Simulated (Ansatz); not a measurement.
## Two Ansatz runs on Cs

The structure comes from a relaxation in the same program, started in the diamond type. Whether it is a known phase or the ground state wasn't checked. The listed cell was then made from it by scaling, straining or moving an atom.

First run: DFT, PBE, all-electron LAPW, scalar-relativistic (Ansatz 0.2.0).

Command: `ansatz run input.yaml --threads 1 --pin off --max-ram 2048MiB --backend cpu --events-out ev --progress --plain --runs-dir out` The run took 13 s on 1 thread of Intel(R) Xeon(R) Platinum 8259CL CPU @ 2.50GHz (Skylake/Cascade Lake), on a shared host, peak memory 0.48 GiB.

```yaml
crystal:
  lattice:
    - [0.0, 5.8091838759, 5.8091838759]
    - [5.8091838759, 0.0, 5.8091838759]
    - [5.8091838759, 5.8091838759, 0.0]
  atoms:
    - { symbol: Cs, position: [0.0, 0.0, 0.0] }
    - { symbol: Cs, position: [0.25, 0.25, 0.25] }
kpoints:
  mp_grid: { grid: [11, 11, 11] }
scf:
  occupations: { method: fermi_dirac, width: 0.05 }
hamiltonian:
  xc: pbe
  pseudopotentials: { kind: all_electron, lapw: { basis_error: 0.00025 } }
output:
  forces: true
  stress: true
  eigenvalues: true
```

Result: converged; pressure -0.02 GPa; a gap of under 0.03 eV on the k mesh; 6 SCF iterations.

No spin–orbit coupling, which matters for the heavy atoms here.

A second input differs as follows:

```diff
@@ -11,4 +11,5 @@
 scf:
   occupations: { method: fermi_dirac, width: 0.05 }
+  max_iter: 60
 hamiltonian:
   xc: pbe
@@ -18,3 +19,6 @@
   stress: true
   eigenvalues: true
+magnetization:
+  spin_polarized: true
+  initial_magnetization: 1
```

Problem. Does the change harm the result?

Solution. Not here: the run converged; energy at zero smearing 0.0 meV/atom from the first run; pressure -0.02 GPa; moment 0.00 μB; 15 SCF iterations, so the odd setting did no harm in this case.
